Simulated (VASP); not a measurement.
# Si2Mo (I4/mmm) in VASP: settings compared

Aim: see how the results for Si2Mo move with the level of theory and the settings. Levels: revPBE+U, PBE, BLYP. Tasks: single point.

All numbers are computed with VASP 6.6.1; they aren't measurements. Logs are shortened: lines on timing, memory, paths and dates and some standing lists are left out, and cuts for length are marked.

**1. The structure**

The structure is tetragonal, space group I4/mmm (No. 139). Conventional cell: a = 3.200 Å, b = 3.200 Å, c = 7.861 Å, α = 90.00°, β = 90.00°, γ = 90.00°. Around Mo (site symmetry 4/mmm) lie 10 Si at 2.62 Å. Around Si (site symmetry 4mm) lie 5 Si at 2.61 to 2.63 Å and 5 Mo at 2.62 Å.

**2. Single point, revPBE+U (volume scaled by 0.96)**

File INCAR:

```
SYSTEM = Si2Mo
PREC = Accurate
ENCUT = 520
EDIFF = 1E-6
ISMEAR = -1
SIGMA = 0.01
LREAL = .FALSE.
LASPH = .TRUE.
NELM = 150
ALGO = Normal
ISIF = 2
LWAVE = .FALSE.
LCHARG = .TRUE.
LMAXMIX = 4
LDAU = .TRUE.
LDAUTYPE = 2
LDAUL = 2 -1
LDAUU = 4 0
LDAUJ = 0 0
LDAUPRINT = 1
GGA = RE
LELF = .TRUE.
LVHAR = .TRUE.
NBANDS = 18
```

File KPOINTS:

```
Automatic mesh
0
G
  12 12 12
  0 0 0
```

File POSCAR:

```
Si2Mo
1.0
   -1.5783757276      1.5783757276      3.8773786233
    1.5783757276     -1.5783757276      3.8773786233
    1.5783757276      1.5783757276     -3.8773786233
Mo Si
1 2
Direct
    0.0000000000      0.0000000000      0.0000000000
    0.6670000000      0.6670000000      0.0000000000
    0.3330000000      0.3330000000      0.0000000000
```

Potentials or basis: VASP PAW PBE potentials, release 64 (Mo_sv, Si).

Run with:

```
$ cat potpaw_PBE.64/Mo_sv/POTCAR potpaw_PBE.64/Si/POTCAR > POTCAR
$ mpirun -np 1 vasp_std > vasp.out
```

OUTCAR:

```text
SYSTEM = Si2Mo
   PREC = Accurate
   ENCUT = 520
   EDIFF = 1E-6
   ISMEAR = -1
   LREAL = .FALSE.
   LASPH = .TRUE.
   NELM = 150
   ISIF = 2
   GGA = RE

 ion  position               nearest neighbor table
   1  0.000  0.000  0.000-   2 2.58   2 2.58   2 2.58   3 2.58   2 2.58   3 2.58   3 2.58   3 2.58
                             2 2.58   3 2.58
   2  0.667  0.667  0.000-   3 2.58   3 2.58   3 2.58   3 2.58   1 2.58   1 2.58   1 2.58   1 2.58
                             1 2.58   3 2.59
   3  0.333  0.333  0.000-   2 2.58   2 2.58   2 2.58   2 2.58   1 2.58   1 2.58   1 2.58   1 2.58
                             1 2.58   2 2.59

  LATTYP: Found a body centered tetragonal cell.
 ALAT       =     3.1567514552
 C/A-ratio  =     2.4565625000

  Lattice vectors:

 A1 = (  -1.5783757276,   1.5783757276,   3.8773786233)
 A2 = (   1.5783757276,  -1.5783757276,   3.8773786233)
 A3 = (   1.5783757276,   1.5783757276,  -3.8773786233)

Analysis of symmetry for initial positions (statically):
=====================================================================
 Subroutine PRICEL returns:
 Original cell was already a primitive cell.

 Routine SETGRP: Setting up the symmetry group for a
 body centered tetragonal supercell.

 Subroutine GETGRP returns: Found 16 space group operations
 (whereof 16 operations were pure point group operations)
 out of a pool of 16 trial point group operations.

The static configuration has the point symmetry D_4h.

Analysis of symmetry for dynamics (positions and initial velocities):
=====================================================================
 Subroutine PRICEL returns:
 Original cell was already a primitive cell.

 Routine SETGRP: Setting up the symmetry group for a
 body centered tetragonal supercell.

 Subroutine GETGRP returns: Found 16 space group operations
 (whereof 16 operations were pure point group operations)
 out of a pool of 16 trial point group operations.

The dynamic configuration has the point symmetry D_4h.

 Subroutine INISYM returns: Found 16 space group operations
 (whereof 16 operations are pure point group operations),
 and found     1 'primitive' translations

----------------------------------------------------------------------------------------

                                     Primitive cell

  volume of cell :      38.6384

  direct lattice vectors                    reciprocal lattice vectors
    -1.578375728  1.578375728  3.877378623     0.000000000  0.316781354  0.128953102
     1.578375728 -1.578375728  3.877378623     0.316781354  0.000000000  0.128953102
     1.578375728  1.578375728 -3.877378623     0.316781354  0.316781354  0.000000000

  length of vectors
     4.473992050  4.473992050  4.473992050     0.342022410  0.342022410  0.447996487

  position of ions in fractional coordinates (direct lattice)
     0.000000000  0.000000000  0.000000000
     0.667000000  0.667000000  0.000000000
     0.333000000  0.333000000  0.000000000

  ion indices of the primitive-cell ions
   primitive index   ion index
                 1           1
                 2           2
                 3           3

----------------------------------------------------------------------------------------

 KPOINTS: Automatic mesh

Automatic generation of k-mesh.
 Grid dimensions read from file:
 generate k-points for:   12   12   12

 Generating k-lattice:

  Cartesian coordinates                     Fractional coordinates (reciprocal lattice)
     0.000000000  0.026398446  0.010746092     0.083333333  0.000000000  0.000000000
     0.026398446  0.000000000  0.010746092     0.000000000  0.083333333  0.000000000
     0.026398446  0.026398446  0.000000000     0.000000000  0.000000000  0.083333333

  Length of vectors
     0.028501867  0.028501867  0.037333041

  Shift w.r.t. Gamma in fractional coordinates (k-lattice)
     0.000000000  0.000000000  0.000000000

 Subroutine IBZKPT returns following result:
 ===========================================

 Found    163 irreducible k-points:

 Following reciprocal coordinates:
            Coordinates               Weight
  0.000000  0.000000  0.000000      1.000000
  0.083333  0.000000  0.000000      8.000000
  0.166667  0.000000  0.000000      8.000000
  0.250000  0.000000 -0.000000      8.000000
  0.333333  0.000000 -0.000000      8.000000
  0.416667  0.000000  0.000000      8.000000
[... 16 lines left out ...]
  0.500000  0.166667  0.000000     16.000000
 -0.416667  0.166667  0.000000     16.000000
 [... further k-points ...]
   k-points           NKPTS =    163   k-points in BZ     NKDIM =    163   number of bands    NBANDS=     18
   number of dos      NEDOS =    301   number of ions     NIONS =      3
   total plane-waves  NPLWV =  46656
   dimension x,y,z NGX =    36 NGY =   36 NGZ =   36
   dimension x,y,z NGXF=    72 NGYF=   72 NGZF=   72
   ions per type =               1   2
   NGX,Y,Z   is equivalent  to a cutoff of  13.38, 13.38, 13.38 a.u.
   NGXF,Y,Z  is equivalent  to a cutoff of  26.75, 26.75, 26.75 a.u.
 SYSTEM =  Si2Mo
   PREC   = accura    normal or accurate (medium, high low for compatibility)
   ISTART =      0    job   : 0-new  1-cont  2-samecut
   ICHARG =      2    charge: 1-file 2-atom 10-const
   ISPIN  =      1    spin polarized calculation?
   LNONCOLLINEAR =      F non collinear calculations
   LSORBIT =      F    spin-orbit coupling
   LASPH  =      T    aspherical Exc in radial PAW
   ENCUT  =  520.0 eV  38.22 Ry    6.18 a.u.   8.32  8.32  8.32*2*pi/ulx,y,z
   NELM   =    150;   NELMIN=  2; NELMDL= -5     # of ELM steps
   EDIFF  = 0.1E-05   stopping-criterion for ELM
   LREAL  =      F    real-space projection
[... 7 lines left out ...]
   TEBEG  =    0.0;   TEEND  =   0.0 temperature during run
   PSTRESS=    0.0 pullay stress
   NELECT =      22.0000    total number of electrons
   NUPDOWN=      -1.0000    fix difference up-down
   EMIN   =  10.00;   EMAX   =-10.00  energy-range for DOS
   EFERMI =   0.00;   METHOD = LEGACY
   ISMEAR =    -1;   SIGMA  =   0.01  broadening in eV -4-tet -1-fermi 0-gaus
   EFERMI_NEDOS =   21; number of points for ismear=-14 and -15
   IALGO  =     38    algorithm
   IMIX   =      4    mixing-type and parameters
     AMIX     =   0.40;   BMIX     =  1.00
     AMIX_MAG =   1.60;   BMIX_MAG =  1.00
  volume/ion in A,a.u.               =      12.88        86.91
  Fermi-wavevector in a.u.,A,eV,Ry     =   1.356884  2.564139 25.050152  1.841134
  Thomas-Fermi vector in A             =   2.483849
   LORBIT       =      0    0 simple, 1 ext, 2 COOP (PROOUT), +10 PAW based schemes
 LDA+U is selected, type is set to LDAUTYPE =  2
   angular momentum for each species LDAUL =     2   -1
   U (eV)           for each species LDAUU =   4.0  0.0
   J (eV)           for each species LDAUJ =   0.0  0.0
   GGA     = RE    functional components
   LHFCALC =     F    Hartree Fock is set to
   AEXX    =    0.0000 exact exchange contribution
   IVDW    =     0    specifies the selected vdW correction
   LEPSILON=     F    determine dielectric tensor
   LRPA    =     F    only Hartree local field effects (RPA)
 non-spin polarized calculation
  energy-cutoff  :      520.00
  volume of cell :       38.64
 maximum number of plane-waves:      1056
 NGX is ok and might be reduce to    36
   NGX = 17   NGY = 17   NGZ = 17

atom =   1  type =  1  l = 2

 onsite density matrix

spin component  1

  0.5105  0.0000  0.0000 -0.0000  0.0000
  0.0000  0.4833 -0.0000  0.0000 -0.0000
  0.0000 -0.0000  0.3603  0.0000 -0.0000
 -0.0000  0.0000  0.0000  0.4833 -0.0000
  0.0000 -0.0000 -0.0000 -0.0000  0.2900

spin component  2

  0.5105  0.0000  0.0000 -0.0000  0.0000
  0.0000  0.4833 -0.0000  0.0000 -0.0000
  0.0000 -0.0000  0.3603  0.0000 -0.0000
 -0.0000  0.0000  0.0000  0.4833 -0.0000
  0.0000 -0.0000 -0.0000 -0.0000  0.2900

 occupancies and eigenvectors

  o =  0.2900  v =  0.0000  0.0000 -0.0000 -0.0000 -1.0000  0.0000  0.0000  0.0000  0.0000  0.0000      0.0000  0.0000  0.0000  0.0000  0.0000  0.0000  0.0000  0.0000  0.0000  0.0000
  o =  0.2900  v =  0.0000  0.0000  0.0000  0.0000  0.0000  0.0000  0.0000 -0.0000 -0.0000 -1.0000      0.0000  0.0000  0.0000  0.0000  0.0000  0.0000  0.0000  0.0000  0.0000  0.0000
  o =  0.3603  v =  0.0000  0.0000 -1.0000  0.0000  0.0000  0.0000  0.0000  0.0000  0.0000  0.0000      0.0000  0.0000  0.0000  0.0000  0.0000  0.0000  0.0000  0.0000  0.0000  0.0000
  o =  0.3603  v =  0.0000  0.0000  0.0000  0.0000  0.0000  0.0000  0.0000 -1.0000  0.0000  0.0000      0.0000  0.0000  0.0000  0.0000  0.0000  0.0000  0.0000  0.0000  0.0000  0.0000
  o =  0.4833  v =  0.0000  0.0000  0.0000  0.0000  0.0000  0.0000 -0.7909 -0.0000  0.6120 -0.0000      0.0000  0.0000  0.0000  0.0000  0.0000  0.0000  0.0000  0.0000  0.0000  0.0000
  o =  0.4833  v =  0.0000 -0.7909 -0.0000  0.6120 -0.0000  0.0000  0.0000  0.0000  0.0000  0.0000      0.0000  0.0000  0.0000  0.0000  0.0000  0.0000  0.0000  0.0000  0.0000  0.0000
  o =  0.4833  v =  0.0000  0.0000  0.0000  0.0000  0.0000  0.0000 -0.6120 -0.0000 -0.7909  0.0000      0.0000  0.0000  0.0000  0.0000  0.0000  0.0000  0.0000  0.0000  0.0000  0.0000
  o =  0.4833  v =  0.0000 -0.6120 -0.0000 -0.7909  0.0000  0.0000  0.0000  0.0000  0.0000  0.0000      0.0000  0.0000  0.0000  0.0000  0.0000  0.0000  0.0000  0.0000  0.0000  0.0000
  o =  0.5105  v =  1.0000  0.0000  0.0000  0.0000  0.0000  0.0000  0.0000  0.0000  0.0000  0.0000      0.0000  0.0000  0.0000  0.0000  0.0000  0.0000  0.0000  0.0000  0.0000  0.0000
  o =  0.5105  v =  0.0000  0.0000  0.0000  0.0000  0.0000  1.0000  0.0000  0.0000  0.0000  0.0000      0.0000  0.0000  0.0000  0.0000  0.0000  0.0000  0.0000  0.0000  0.0000  0.0000

 number of electron      22.0000000 magnetization

 Free energy of the ion-electron system (eV)
  ---------------------------------------------------
  ext. energy  EPLUGINS =         0.00000000
  ---------------------------------------------------
  free energy    TOTEN  =       -17.44174090 eV

  energy without entropy =      -17.44166435  energy(sigma->0) =      -17.44170262

 E-fermi :  12.9416     XC(G=0): -12.6029

 val. band max:       12.9227673395   @ k =  -0.1667  -0.2500   0.1667
 cond. band min:      13.0600690670   @ k =  -0.4167   0.4167   0.4167
 fundamental gap:      0.1373017275
 Fermi energy:        12.9415542645

 k-point     1 :       0.0000    0.0000    0.0000
  band No.  band energies     occupation
      1     -47.8673      2.00000
      2     -22.0547      2.00000
      3     -21.9323      2.00000
      4     -21.9323      2.00000
      5      -0.8067      2.00000
      6       6.5076      2.00000
[... 10 lines left out ...]
     17      18.2255      0.00000
     18      18.2255      0.00000

 k-point     2 :       0.0833    0.0000    0.0000
  band No.  band energies     occupation
      1     -47.8658      2.00000
      2     -22.0532      2.00000
      3     -21.9526      2.00000
      4     -21.9304      2.00000
      5      -0.6757      2.00000
      6       6.5174      2.00000
[... 10 lines left out ...]
     17      18.3495      0.00000
     18      18.9707      0.00000

 k-point     3 :       0.1667    0.0000    0.0000
  band No.  band energies     occupation
      1     -47.8617      2.00000
      2     -22.0492      2.00000
      3     -22.0076      2.00000
      4     -21.9253      2.00000
      5      -0.2898      2.00000
      6       6.4760      2.00000
[... 10 lines left out ...]
     17      19.0722      0.00000
     18      20.4161      0.00000

 k-point     4 :       0.2500    0.0000   -0.0000
  band No.  band energies     occupation
      1     -47.8561      2.00000
      2     -22.0824      2.00000
      3     -22.0431      2.00000
      4     -21.9183      2.00000
      5       0.3301      2.00000
      6       6.1131      2.00000
[... 375 lines left out ...]
      4     -21.9769      2.00000
      5       2.7128      2.00000
      6       4.2774      2.00000
[... 10 lines left out ...]
     17      20.6114      0.00000
     18      22.1520      0.00000

 k-point    23 :       0.5000    0.1667    0.0000
  band No.  band energies     occupation
      1     -47.8396      2.00000
      2     -22.2168      2.00000
      3     -22.0235      2.00000
      4     -21.9746      2.00000
      5       3.2499      2.00000
      6       3.7256      2.00000
[... 10 lines left out ...]
     17      20.7942      0.00000
     18      21.9838      0.00000

 k-point    24 :      -0.4167    0.1667    0.0000
  band No.  band energies     occupation
      1     -47.8411      2.00000
      2     -22.1976      2.00000
      3     -22.0237      2.00000
      4     -21.9767      2.00000
      5       2.2376      2.00000
      6       4.7762      2.00000
[... 10 lines left out ...]
     17      20.5510      0.00000
     18      21.4619      0.00000

 [... further k-points ...]
[... 5 lines left out ...]
  --------------------------------------------------------------------------------------
  -------------------------------------------------------------------------------------
  Total        3.9888051      3.9888051      3.9373543      0.0000000      0.0000000      0.0000000
  in kB      165.3995828    165.3995828    163.2661245      0.0000000      0.0000000      0.0000000
  external PRESSURE =     164.6884300 kB  Pullay stress =       0.0000000 kB

 VOLUME and BASIS-vectors are now :
 -----------------------------------------------------------------------------
  energy-cutoff  :      520.00
  volume of cell :       38.64
      direct lattice vectors                 reciprocal lattice vectors
    -1.578375728  1.578375728  3.877378623     0.000000000  0.316781354  0.128953102
     1.578375728 -1.578375728  3.877378623     0.316781354  0.000000000  0.128953102
     1.578375728  1.578375728 -3.877378623     0.316781354  0.316781354  0.000000000

 POSITION                                       TOTAL-FORCE (eV/Angst)
 -----------------------------------------------------------------------------------
      0.00000      0.00000      0.00000         0.000000      0.000000      0.000000
      0.00000      0.00000      5.17242        -0.000000     -0.000000     -0.351287
      0.00000      0.00000      2.58233        -0.000000     -0.000000      0.351287
 -----------------------------------------------------------------------------------
    total drift:                                0.000000      0.000000     -0.000000

  FREE ENERGIE OF THE ION-ELECTRON SYSTEM (eV)
  ---------------------------------------------------
  free  energy   TOTEN  =       -17.4417408995 eV

  energy  without entropy=      -17.4416643475  energy(sigma->0) =      -17.44170262
```

Run time: 63 s. Hardware: 1 thread of Intel Xeon 6975P-C (Granite Rapids), shared host; peak memory 0.27 GiB.

What came out:

```yaml
Free_energy: -17.4417 eV
Pressure: 16.5 GPa
Largest_force: 0.351 eV/Å
Band_gap_on_the_k_mesh: none (metal or under the smearing width)
```

Forces on the atoms (eV/Å):
```
Mo   0.000  0.000  0.000
Si   0.000  0.000 -0.351
Si   0.000  0.000  0.351
```

Levels at points of the mesh, in eV from the Fermi level:
```
           k point  band 8  band 9  band 10  band 11  band 12  band 13  band 14  band 15
(0.00, 0.00, 0.00)   -2.76   -2.76    -2.67     0.32     2.95     3.39     3.79     3.79
(0.50, 0.00, 0.00)   -4.57   -2.69    -2.50    -0.59     2.96     3.14     4.39     4.50
(0.50, 0.50, 0.00)   -5.19   -4.55    -3.23    -1.14     3.20     3.22     3.23     3.37
(0.50, 0.50, 0.50)   -2.13   -0.63    -0.63    -0.48    -0.48     0.46     4.85     5.83
```

Eigenvalues of the final occupation matrices:
| site | spin | trace | eigenvalues |
| --- | --- | --- | --- |
| site 1 d | 1 | 2.13 | 0.29 0.36 0.48 0.48 0.51 |
| site 1 d | 2 | 2.13 | 0.29 0.36 0.48 0.48 0.51 |

Caveat: the PAW data sets were made with another functional, which shifts forces and pressure a little; U without spin polarisation on a metal has little footing; the U is typed as a test and isn't derived for this compound.

**3. Single point, PBE**

File INCAR:

```
PREC = Accurate ; ENCUT = 520
EDIFF = 1E-7 ; ISMEAR = -1
SIGMA = 0.04 ; LREAL = F
LASPH = T ; NELM = 100
ALGO = Normal ; ISIF = 2
LWAVE = F ; LCHARG = F
GGA = PE ; NBANDS = 18
```

File KPOINTS:

```
Automatic mesh
0
Gamma
  7 7 7
```

File POSCAR:

```
Si2Mo
1.0
   -1.6000000000      1.6000000000      3.9305000000
    1.6000000000     -1.6000000000      3.9305000000
    1.6000000000      1.6000000000     -3.9305000000
Mo Si
1 2
Direct
    0.0000000000      0.0000000000      0.0000000000
    0.6670000000      0.6670000000      0.0000000000
    0.3330000000      0.3330000000      0.0000000000
```

Potentials or basis: VASP PAW PBE potentials, release 64 (Mo_sv, Si).

Run with:

```
$ cat potpaw_PBE.64/Mo_sv/POTCAR potpaw_PBE.64/Si/POTCAR > POTCAR
$ mpirun -np 1 vasp_std > vasp.out
```

Wall time 21 s (1 thread of Intel Xeon 6975P-C (Granite Rapids), shared host); peak memory 0.2 GiB.

It converged, with:

- Free energy: -23.2554 eV
- Pressure: 2.4 GPa
- Largest force: 0.296 eV/Å
- Band gap on the k mesh: none (metal or under the smearing width)

Forces in eV/Å, atoms in the order of the input:
```
Mo   0.000  0.000  0.000
Si   0.000  0.000 -0.296
Si   0.000  0.000  0.296
```

Stress tensor (GPa, compression positive):
```
2.81 0.00 0.00
0.00 2.81 0.00
0.00 0.00 1.51
```

Levels at points of the mesh, in eV from the Fermi level:
```csv
k point,band 9,band 10,band 11,band 12,band 13,band 14
"(0.00, 0.00, 0.00)",-2.65,-2.65,0.42,3.08,3.11,3.64
```

Caveat: the k mesh is coarse (spacing up to 0.40 Å⁻¹), so the values aren't converged.

(Continued in part 2 of 2.)
